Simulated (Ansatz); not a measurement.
Crystal: La.

```
CELL_PARAMETERS angstrom
3.75000 0.00000 0.00000
-1.87500 3.24760 0.00000
0.00000 0.00000 6.07000
ATOMIC_POSITIONS crystal
La 0.66667 0.33333 0.75000
La 0.33333 0.66667 0.25000
```

This isn't the form of La at room conditions, which is double hcp.

Base run:

* Program: Ansatz 0.2.0
* Functional: PBEsol
* Potentials or basis: all-electron LAPW, scalar-relativistic
* Cutoff: 120 eV (chosen from the basis error)
* Basis error allowed: 0.001 eV/atom
* k mesh: 8 × 8 × 5
* Occupations: fermi-dirac, width 0.05 eV
* Spin: no spin polarisation
* Hubbard terms: La f U = 3 eV

Its results: band gap on the k mesh none (metal or under the smearing width); pressure -0.4 GPa.

Q: The run is repeated on the same cell with these changes: hubbard terms from La f U = 3 eV to La f U = 5 eV. What comes out?

A: Band gap on the k mesh none (metal or under the smearing width); pressure 0.1 GPa.

Caveats: U is the effective U less J, on atomic orbitals that reach past the spheres; U without spin polarisation on a metal has little footing; the U is typed as a test and isn't derived for this compound.
